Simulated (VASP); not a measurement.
# PbS: A learned difference between two levels of theory, by structures for the difference

PbS, Cmc2_1 (no. 36), 16 atoms in the cell. PBE, delta-learned machine-learned force field; PAW potentials Pb, S (PBE set).

| Structures for the difference | Force error with the learned difference (meV/Å) | Force error of the base level alone (meV/Å) | Time for a frame with the difference (s) | Time for a frame at the target level (s) | Time (s) |
|---|---|---|---|---|---|
| 8 | 4.2 | 37.9 | 6.3 | 22.9 | 510 |
| 30 | 3.2 | 37.9 | 6.3 | 22.8 | 1098 |

## Input of the first row

INCAR.step1:
```
PREC = Normal
ENCUT = 340
EDIFF = 1E-6
ISMEAR = 0
SIGMA = 0.05
ALGO = Normal
LREAL = Auto
LASPH = True
NELM = 80
NELMIN = 4
LWAVE = False
LCHARG = False
GGA = PE
KPAR = 4
IBRION = 11
ISIF = 2
NSW = 8
ISYM = 0
```

INCAR.step2, as INCAR.step1 but for:
```
- GGA = PE
+ METAGGA = R2SCAN
+ LMIXTAU = True
```

INCAR.step3:
```
ML_LMLFF = True
ML_MODE = select
ML_ICRITERIA = 0
ML_CTIFOR = 0.002
LWAVE = False
LCHARG = False
```

INCAR.step4:
```
ML_LMLFF = True
ML_MODE = refit
LWAVE = False
LCHARG = False
```

INCAR.step7:
```
PREC = Normal
ENCUT = 340
EDIFF = 1E-6
ISMEAR = 0
SIGMA = 0.05
ALGO = Normal
LREAL = Auto
LASPH = True
NELM = 80
NELMIN = 4
LWAVE = False
LCHARG = False
GGA = PE
KPAR = 4
IBRION = 11
ISIF = 2
NSW = 8
ISYM = 0
ML_LMLFF = True
ML_MODE = delta
ML_OUTPUT_MODE = 1
```

KPOINTS.step1:
```
k-points
0
Monkhorst-Pack
  2 2 2
```

KPOINTS.step3:
```
k-points
0
Gamma
  1 1 1
```

POSCAR.fr.step1:
```
  0.240159091275    0.516754810458    0.027428372776
  0.493209834906    0.000513957084    0.050856934131
  0.741384262307    0.516862218971    0.007444510785
  0.996482681587    0.016632410975    0.051201167941
  0.246401277692    0.499115732131    0.542838048820
  0.499634693139    0.011164825953    0.525137617236
  0.745788552837    0.515344359347    0.503950852147
  0.009680826390    0.994673768820    0.528542614857
  0.243479810405    0.179588702520    0.804510798266
  0.494037939329    0.681805832826    0.798940098534
  0.746129139284    0.179041560207    0.811075978892
  0.984273557103    0.669009321803    0.784096225106
  0.243081496440    0.821370337065    0.329138572390
  0.487161713299    0.351760889859    0.279537565500
  0.756244623431    0.844343574760    0.299889700494
  0.988300765720    0.341989186066    0.293031021594

  0.233495318734    0.518258807422    0.027040974119
  0.510473590130    0.020432646793    0.040256278738
  0.746305391963    0.535244493611    0.993373415821
  0.004450111910    0.004182956540    0.044090975574
  0.265406080065    0.518764768404    0.532784164296
  0.503336644041    0.017277190808    0.544764061982
  0.738059628946    0.495930508413    0.502649574629
  0.984215018381    0.995448625873    0.541157095625
  0.257280981843    0.164557513397    0.757135640880
  0.504593241744    0.681232107673    0.800515325034
  0.745366339490    0.180223442293    0.757469027818
  0.990637918773    0.688073515107    0.794743689480
  0.255143528045    0.856135163015    0.262401964285
  0.487228131181    0.345692774828    0.310577661837
  0.766547486505    0.833732065769    0.259211334353
  0.980199089677    0.335174905973    0.299859817482

  0.252821182311    0.505882317294    0.013117428594
  0.490256638513    0.985671322539    0.026962666212
  0.741700078947    0.500028202514    0.016966943022
  0.987707992486    0.981549423957    0.022717684703
  0.239328817458    0.513859615974    0.500749444595
  0.503029392994    0.033237064586    0.552725120887
  0.736298588466    0.505370819266    0.519915569353
  0.005158555989    0.027892155187    0.506871026584
  0.254426065686    0.188529592811    0.754457311760
  0.481978324073    0.651529865236    0.792307519886
  0.735659820686    0.165735372686    0.774394195362
  0.990273810864    0.662163526953    0.810570533225
  0.250575461135    0.847164441116    0.270039803450
  0.500966822025    0.322041220232    0.296175648201
  0.742019870540    0.826640334850    0.255362471279
  0.968836843412    0.344379529300    0.309534228149

  0.251762086342    0.536708596139    0.030273029209
  0.489912223289    0.005783564266    0.048059849430
  0.755911978280    0.525607213284    0.984674611344
  0.996923716389    0.011203449275    0.047087212256
  0.261499223780    0.466869257436    0.516314175730
  0.506738742568    0.986132373966    0.534186457112
  0.735957444695    0.491865411775    0.476003625379
  0.979570640135    0.004759143329    0.545037928169
  0.275626414760    0.145323812175    0.745763782743
  0.491758105586    0.645283898166    0.730478606786
  0.734434111307    0.149879103487    0.759108741874
  0.999886852645    0.671190651306    0.746236665199
  0.241694632649    0.853899656557    0.267300294901
  0.493913672394    0.355449716754    0.214209731450
  0.737148781800    0.827182657922    0.283304422449
  0.006229774458    0.353279325846    0.234869654263

  0.287518067847    0.501504912382    0.029071069828
  0.504164109231    0.996923141266    0.022952258504
  0.779938278382    0.460350144612    0.048748334135
  0.000848663791    0.962032494118    0.004116365542
  0.276502921055    0.479177738616    0.523014461590
  0.506481478872    0.992950296545    0.525429240460
  0.785779244019    0.525949837072    0.530026844112
  0.005997326897    0.008104421074    0.526706448888
  0.243542664189    0.154246231099    0.804976956657
  0.523380552702    0.646708521139    0.787342627237
  0.755545077080    0.172570692306    0.829054098422
  0.008026806282    0.623333017266    0.775591787924
  0.248410240922    0.799431474772    0.314660611737
  0.533953013093    0.300377965713    0.280835914927
  0.750502554441    0.828719445804    0.315027098169
  0.037012111200    0.297834981024    0.305126246109

  0.296462353478    0.516533652169    0.027327495890
  0.517199519723    0.994303911603    0.996824819858
  0.813624305827    0.482046371829    0.006509986557
  0.017607581182    0.983787046053    0.971961088687
  0.293226980356    0.491065616281    0.517402788922
  0.528057793540    0.025072701936    0.482759049939
  0.760371640010    0.477016370380    0.485498336199
  0.027948965409    0.984810854919    0.505987462057
  0.267504539696    0.139912898183    0.776617085648
  0.534746258271    0.655177838097    0.796371289263
  0.779231823980    0.141287205607    0.784755014535
  0.065191829756    0.663625566896    0.768413776179
  0.278482416291    0.803327318425    0.289409638874
  0.534128251340    0.336045741460    0.235672007211
  0.766596262581    0.833393170679    0.307223033035
  0.990890290517    0.297222367001    0.283453812230

  0.305576169375    0.488001150665    0.994342930515
  0.556827836530    0.002425013419    0.016578406543
  0.809701209812    0.506833729107    0.013525224312
  0.060738131531    0.004141974843    0.043890126649
  0.302159906486    0.498196865691    0.505901620411
  0.524506671973    0.986736740289    0.510461561895
  0.779568920862    0.506314084168    0.511090492201
  0.025988599272    0.987843293897    0.548071175548
  0.318835543563    0.131502904631    0.776590133650
  0.518223459669    0.683974527864    0.717715871695
  0.802089174652    0.167513303594    0.757121652263
  0.042691047767    0.654274683620    0.697868837190
  0.325551840567    0.828231664142    0.241901510288
  0.538831952824    0.335691376034    0.213287665403
  0.815310141843    0.829696927345    0.283482168782
  0.014096088470    0.297454486146    0.264986204647
```

POSCAR.fr.step2:
```
  0.240159091275    0.516754810458    0.027428372776
  0.493209834906    0.000513957084    0.050856934131
  0.741384262307    0.516862218971    0.007444510785
  0.996482681587    0.016632410975    0.051201167941
  0.246401277692    0.499115732131    0.542838048820
  0.499634693139    0.011164825953    0.525137617236
  0.745788552837    0.515344359347    0.503950852147
  0.009680826390    0.994673768820    0.528542614857
  0.243479810405    0.179588702520    0.804510798266
  0.494037939329    0.681805832826    0.798940098534
  0.746129139284    0.179041560207    0.811075978892
  0.984273557103    0.669009321803    0.784096225106
  0.243081496440    0.821370337065    0.329138572390
  0.487161713299    0.351760889859    0.279537565500
  0.756244623431    0.844343574760    0.299889700494
  0.988300765720    0.341989186066    0.293031021594

  0.233495318734    0.518258807422    0.027040974119
  0.510473590130    0.020432646793    0.040256278738
  0.746305391963    0.535244493611    0.993373415821
  0.004450111910    0.004182956540    0.044090975574
  0.265406080065    0.518764768404    0.532784164296
  0.503336644041    0.017277190808    0.544764061982
  0.738059628946    0.495930508413    0.502649574629
  0.984215018381    0.995448625873    0.541157095625
  0.257280981843    0.164557513397    0.757135640880
  0.504593241744    0.681232107673    0.800515325034
  0.745366339490    0.180223442293    0.757469027818
  0.990637918773    0.688073515107    0.794743689480
  0.255143528045    0.856135163015    0.262401964285
  0.487228131181    0.345692774828    0.310577661837
  0.766547486505    0.833732065769    0.259211334353
  0.980199089677    0.335174905973    0.299859817482

  0.252821182311    0.505882317294    0.013117428594
  0.490256638513    0.985671322539    0.026962666212
  0.741700078947    0.500028202514    0.016966943022
  0.987707992486    0.981549423957    0.022717684703
  0.239328817458    0.513859615974    0.500749444595
  0.503029392994    0.033237064586    0.552725120887
  0.736298588466    0.505370819266    0.519915569353
  0.005158555989    0.027892155187    0.506871026584
  0.254426065686    0.188529592811    0.754457311760
  0.481978324073    0.651529865236    0.792307519886
  0.735659820686    0.165735372686    0.774394195362
  0.990273810864    0.662163526953    0.810570533225
  0.250575461135    0.847164441116    0.270039803450
  0.500966822025    0.322041220232    0.296175648201
  0.742019870540    0.826640334850    0.255362471279
  0.968836843412    0.344379529300    0.309534228149

  0.251762086342    0.536708596139    0.030273029209
  0.489912223289    0.005783564266    0.048059849430
  0.755911978280    0.525607213284    0.984674611344
  0.996923716389    0.011203449275    0.047087212256
  0.261499223780    0.466869257436    0.516314175730
  0.506738742568    0.986132373966    0.534186457112
  0.735957444695    0.491865411775    0.476003625379
  0.979570640135    0.004759143329    0.545037928169
  0.275626414760    0.145323812175    0.745763782743
  0.491758105586    0.645283898166    0.730478606786
  0.734434111307    0.149879103487    0.759108741874
  0.999886852645    0.671190651306    0.746236665199
  0.241694632649    0.853899656557    0.267300294901
  0.493913672394    0.355449716754    0.214209731450
  0.737148781800    0.827182657922    0.283304422449
  0.006229774458    0.353279325846    0.234869654263

  0.287518067847    0.501504912382    0.029071069828
  0.504164109231    0.996923141266    0.022952258504
  0.779938278382    0.460350144612    0.048748334135
  0.000848663791    0.962032494118    0.004116365542
  0.276502921055    0.479177738616    0.523014461590
  0.506481478872    0.992950296545    0.525429240460
  0.785779244019    0.525949837072    0.530026844112
  0.005997326897    0.008104421074    0.526706448888
  0.243542664189    0.154246231099    0.804976956657
  0.523380552702    0.646708521139    0.787342627237
  0.755545077080    0.172570692306    0.829054098422
  0.008026806282    0.623333017266    0.775591787924
  0.248410240922    0.799431474772    0.314660611737
  0.533953013093    0.300377965713    0.280835914927
  0.750502554441    0.828719445804    0.315027098169
  0.037012111200    0.297834981024    0.305126246109

  0.296462353478    0.516533652169    0.027327495890
  0.517199519723    0.994303911603    0.996824819858
  0.813624305827    0.482046371829    0.006509986557
  0.017607581182    0.983787046053    0.971961088687
  0.293226980356    0.491065616281    0.517402788922
  0.528057793540    0.025072701936    0.482759049939
  0.760371640010    0.477016370380    0.485498336199
  0.027948965409    0.984810854919    0.505987462057
  0.267504539696    0.139912898183    0.776617085648
  0.534746258271    0.655177838097    0.796371289263
  0.779231823980    0.141287205607    0.784755014535
  0.065191829756    0.663625566896    0.768413776179
  0.278482416291    0.803327318425    0.289409638874
  0.534128251340    0.336045741460    0.235672007211
  0.766596262581    0.833393170679    0.307223033035
  0.990890290517    0.297222367001    0.283453812230

  0.305576169375    0.488001150665    0.994342930515
  0.556827836530    0.002425013419    0.016578406543
  0.809701209812    0.506833729107    0.013525224312
  0.060738131531    0.004141974843    0.043890126649
  0.302159906486    0.498196865691    0.505901620411
  0.524506671973    0.986736740289    0.510461561895
  0.779568920862    0.506314084168    0.511090492201
  0.025988599272    0.987843293897    0.548071175548
  0.318835543563    0.131502904631    0.776590133650
  0.518223459669    0.683974527864    0.717715871695
  0.802089174652    0.167513303594    0.757121652263
  0.042691047767    0.654274683620    0.697868837190
  0.325551840567    0.828231664142    0.241901510288
  0.538831952824    0.335691376034    0.213287665403
  0.815310141843    0.829696927345    0.283482168782
  0.014096088470    0.297454486146    0.264986204647
```

6 further input files aren't shown.

Commands (each step's output is kept before the next begins):
```
cat potpaw_PBE.64/Pb/POTCAR potpaw_PBE.64/S/POTCAR > POTCAR
# POSCAR.fr: 7 further structures after the one in POSCAR, taken evenly from ML_AB
cp INCAR.step1 INCAR
cp KPOINTS.step1 KPOINTS
cp POSCAR.step1 POSCAR
mpirun -np 4 vasp_std < POSCAR.fr > vasp.out
# POSCAR.fr: 7 further structures after the one in POSCAR, taken evenly from ML_AB
cp INCAR.step2 INCAR
mpirun -np 4 vasp_std < POSCAR.fr > vasp.out
# ML_AB written from the two interactive runs: energies, forces and stresses of the target level less those of the base level
cp INCAR.step3 INCAR
cp KPOINTS.step3 KPOINTS
cp POSCAR.step3 POSCAR
mpirun -np 4 vasp_gam > vasp.out
cp ML_ABN ML_AB
cp INCAR.step4 INCAR
mpirun -np 4 vasp_gam > vasp.out
# POSCAR.test: 7 further structures after the one in POSCAR, taken evenly from XDATCAR of a force-field run
cp INCAR.step1 INCAR
cp KPOINTS.step1 KPOINTS
cp POSCAR.step5 POSCAR
mpirun -np 4 vasp_std < POSCAR.test > vasp.out
# POSCAR.test: 7 further structures after the one in POSCAR, taken evenly from XDATCAR of a force-field run
cp INCAR.step2 INCAR
mpirun -np 4 vasp_std < POSCAR.test > vasp.out
cp ML_FFN ML_FF
# POSCAR.test: 7 further structures after the one in POSCAR, taken evenly from XDATCAR of a force-field run
cp INCAR.step7 INCAR
mpirun -np 4 vasp_std < POSCAR.test > vasp.out
```

Changes of the last row against the first:
```
- NSW = 8
+ NSW = 30
```

VASP 6.6.1 took 510 s on 4 cores (Intel Xeon 6975P-C (Granite Rapids)), a shared host.
